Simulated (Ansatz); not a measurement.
**Nudged elastic band run: Si**

input.yaml

```yaml
crystal:
  lattice:
    - [0.0, 5.43, 5.43]
    - [5.43, 0.0, 5.43]
    - [5.43, 5.43, 0.0]
  atoms:
    - { symbol: Si, position: [0.00031939, 0.0002132, 0.00078412] }
    - { symbol: Si, position: [0.12319553, 0.12315681, 0.12349065] }
    - { symbol: Si, position: [-0.00302429, -0.00306268, 0.50370064] }
    - { symbol: Si, position: [0.12277493, 0.12269969, 0.63238261] }
    - { symbol: Si, position: [-0.00309013, 0.50333605, -0.00280679] }
    - { symbol: Si, position: [0.1227589, 0.63177165, 0.12317061] }
    - { symbol: Si, position: [-0.00317702, 0.50303148, 0.50356856] }
    - { symbol: Si, position: [0.12640819, 0.6245477, 0.62485769] }
    - { symbol: Si, position: [0.50337949, -0.00311332, -0.00279139] }
    - { symbol: Si, position: [0.63188404, 0.12268424, 0.12317054] }
    - { symbol: Si, position: [0.50311701, -0.00324243, 0.50357488] }
    - { symbol: Si, position: [0.62458636, 0.12638461, 0.62486157] }
    - { symbol: Si, position: [0.50310438, 0.50302543, -0.00279743] }
    - { symbol: Si, position: [0.62457946, 0.62454453, 0.1266165] }
    - { symbol: Si, position: [0.49996558, 0.49994262, 0.50016859] }
    - { symbol: Si, position: [0.62444337, 0.62438522, 0.62480029] }
    - { symbol: Si, position: [0.25033281, 0.25023321, 0.25075526] }
basis:
  ecutwfc: 420.0
kpoints:
  mp_grid: { grid: [2, 2, 2] }
hamiltonian:
  xc: pbesol
scf:
  occupations: { method: fermi_dirac, width: 0.05 }
  lower_state_search: "off"
neb:
  images: 3
  f_tol: 0.05
  max_iterations: 50
  order_check: false
  spring: 50.0
  optimiser: fire
  final_atoms:
    - { symbol: Si, position: [0.00158081, -0.00144475, 7.44e-06] }
    - { symbol: Si, position: [0.12266181, 0.12807982, 0.12176835] }
    - { symbol: Si, position: [-0.0057987, 0.00205362, 0.5019163] }
    - { symbol: Si, position: [0.12264424, 0.12809179, 0.6276066] }
    - { symbol: Si, position: [0.00088459, 0.50065271, 0.00019489] }
    - { symbol: Si, position: [0.12519564, 0.6251726, 0.12485449] }
    - { symbol: Si, position: [0.00093832, 0.50067058, 0.49832871] }
    - { symbol: Si, position: [0.12232651, 0.62205041, 0.62786345] }
    - { symbol: Si, position: [0.50292882, 0.00271247, -0.00702781] }
    - { symbol: Si, position: [0.62898062, 0.12888911, 0.1211072] }
    - { symbol: Si, position: [0.50294691, 0.0026827, 0.50147839] }
    - { symbol: Si, position: [0.62574915, 0.12523193, 0.62454366] }
    - { symbol: Si, position: [0.49854023, 0.50142055, 0.00011322] }
    - { symbol: Si, position: [0.62823695, 0.6224073, 0.1218024] }
    - { symbol: Si, position: [0.5023724, 0.49368015, 0.50203823] }
    - { symbol: Si, position: [0.62828919, 0.6223471, 0.62771075] }
    - { symbol: Si, position: [0.37592609, -0.12459108, 0.3744262] }
```

Command:

```bash
$ ansatz run input.yaml --threads 1 --pin off --max-ram 3072MiB --backend cpu --events-out ev --progress --plain --runs-dir out
```

Output, in part (warnings, iteration lines):

```
NEB end point (image 0): max|allowed force component| = 2.151e-2 eV/Å (the criterion of neb.relax_end_points is 1.000e-2)
NEB end point (image 4): max|allowed force component| = 1.916e-2 eV/Å (the criterion of neb.relax_end_points is 1.000e-2)
NEB iter   1: max|band force component| = 1.477e0 eV/Å  barrier→ = 0.9613 eV  barrier← = 0.9614 eV  Δτ_max = 0.0213 Å  (35 SCF iters)
NEB iter   2: max|band force component| = 1.033e0 eV/Å  barrier→ = 0.7828 eV  barrier← = 0.7829 eV  Δτ_max = 0.0360 Å  (15 SCF iters)
NEB iter   3: max|band force component| = 3.688e-1 eV/Å  barrier→ = 0.6009 eV  barrier← = 0.6009 eV  CI = image 2  Δτ_max = 0.0391 Å  (18 SCF iters)
NEB iter   4: max|band force component| = 3.715e-1 eV/Å  barrier→ = 0.5555 eV  barrier← = 0.5556 eV  CI = image 2  Δτ_max = 0.0023 Å  (18 SCF iters)
NEB iter   5: max|band force component| = 3.533e-1 eV/Å  barrier→ = 0.5494 eV  barrier← = 0.5495 eV  CI = image 2  Δτ_max = 0.0045 Å  (10 SCF iters)
NEB iter   6: max|band force component| = 3.187e-1 eV/Å  barrier→ = 0.5386 eV  barrier← = 0.5386 eV  CI = image 2  Δτ_max = 0.0064 Å  (12 SCF iters)
NEB iter   7: max|band force component| = 2.724e-1 eV/Å  barrier→ = 0.5254 eV  barrier← = 0.5255 eV  CI = image 2  Δτ_max = 0.0081 Å  (13 SCF iters)
NEB iter   8: max|band force component| = 2.197e-1 eV/Å  barrier→ = 0.5127 eV  barrier← = 0.5127 eV  CI = image 2  Δτ_max = 0.0095 Å  (15 SCF iters)
NEB iter   9: max|band force component| = 2.119e-1 eV/Å  barrier→ = 0.5024 eV  barrier← = 0.5024 eV  CI = image 2  Δτ_max = 0.0103 Å  (15 SCF iters)
NEB iter  10: max|band force component| = 2.221e-1 eV/Å  barrier→ = 0.4950 eV  barrier← = 0.4950 eV  CI = image 2  Δτ_max = 0.0118 Å  (15 SCF iters)
NEB iter  11: max|band force component| = 2.240e-1 eV/Å  barrier→ = 0.4886 eV  barrier← = 0.4887 eV  CI = image 2  Δτ_max = 0.0139 Å  (15 SCF iters)
NEB iter  12: max|band force component| = 2.106e-1 eV/Å  barrier→ = 0.4808 eV  barrier← = 0.4809 eV  CI = image 2  Δτ_max = 0.0174 Å  (15 SCF iters)
NEB iter  13: max|band force component| = 1.932e-1 eV/Å  barrier→ = 0.4683 eV  barrier← = 0.4683 eV  CI = image 2  Δτ_max = 0.0210 Å  (15 SCF iters)
NEB iter  14: max|band force component| = 1.418e-1 eV/Å  barrier→ = 0.4495 eV  barrier← = 0.4496 eV  CI = image 2  Δτ_max = 0.0243 Å  (15 SCF iters)
NEB iter  15: max|band force component| = 1.019e-1 eV/Å  barrier→ = 0.4271 eV  barrier← = 0.4271 eV  CI = image 2  Δτ_max = 0.0269 Å  (15 SCF iters)
NEB iter  16: max|band force component| = 1.170e-1 eV/Å  barrier→ = 0.4062 eV  barrier← = 0.4063 eV  CI = image 2  Δτ_max = 0.0285 Å  (15 SCF iters)
NEB iter  17: max|band force component| = 1.631e-1 eV/Å  barrier→ = 0.3881 eV  barrier← = 0.3881 eV  CI = image 2  Δτ_max = 0.0292 Å  (15 SCF iters)
NEB iter  18: max|band force component| = 1.604e-1 eV/Å  barrier→ = 0.3674 eV  barrier← = 0.3674 eV  CI = image 2  Δτ_max = 0.0343 Å  (15 SCF iters)
NEB iter  19: max|band force component| = 9.575e-2 eV/Å  barrier→ = 0.3439 eV  barrier← = 0.3440 eV  CI = image 2  Δτ_max = 0.0384 Å  (15 SCF iters)
NEB iter  20: max|band force component| = 1.045e-1 eV/Å  barrier→ = 0.3284 eV  barrier← = 0.3284 eV  CI = image 2  Δτ_max = 0.0037 Å  (16 SCF iters)
NEB iter  21: max|band force component| = 7.089e-2 eV/Å  barrier→ = 0.3258 eV  barrier← = 0.3259 eV  CI = image 2  Δτ_max = 0.0067 Å  (12 SCF iters)
NEB iter  22: max|band force component| = 4.541e-2 eV/Å  barrier→ = 0.3238 eV  barrier← = 0.3238 eV  CI = image 2  Δτ_max = 0.0866 Å  (13 SCF iters)
NEB iter  23: max|band force component| = 1.189e0 eV/Å  barrier→ = 0.3072 eV  barrier← = 0.3072 eV  CI = image 2  Δτ_max = 0.1924 Å  (6 SCF iters)
NEB iter  24: max|band force component| = 1.541e-1 eV/Å  barrier→ = 0.3140 eV  barrier← = 0.3140 eV  CI = image 2  Δτ_max = 0.0351 Å  (18 SCF iters)
NEB iter  25: max|band force component| = 7.911e-2 eV/Å  barrier→ = 0.3015 eV  barrier← = 0.3016 eV  CI = image 2  Δτ_max = 0.1968 Å  (16 SCF iters)
NEB iter  26: max|band force component| = 9.338e-2 eV/Å  barrier→ = 0.3060 eV  barrier← = 0.3061 eV  CI = image 2  Δτ_max = 0.0189 Å  (19 SCF iters)
NEB iter  27: max|band force component| = 1.476e-2 eV/Å  barrier→ = 0.3056 eV  barrier← = 0.3057 eV  CI = image 2  Δτ_max = 0.0000 Å  (15 SCF iters)
```

It converged. The band force fell under the threshold earlier too, but the program's further tests of the path sent the band on. The order of the stationary point at the top wasn't checked. Limits of this set-up: coarse k mesh.

Final band (atoms are numbered from 1 in the order of the input):

| image | path coordinate (Å) | energy (eV) | Si6–Si17 (Å) | Si15–Si17 (Å) |
| --- | --- | --- | --- | --- |
| 0 | 0.00 | 0.00 | 2.39 | 4.69 |
| 1 | 0.76 | 0.18 | 2.52 | 4.03 |
| 2 | 1.51 | 0.31 | 3.13 | 3.15 |
| 3 | 2.27 | 0.19 | 4.02 | 2.52 |
| 4 | 3.04 | 0.00 | 4.70 | 2.39 |

The run took 6.3 min on 1 thread of Arm Neoverse V2 (shared host), peak memory 0.7 GiB.
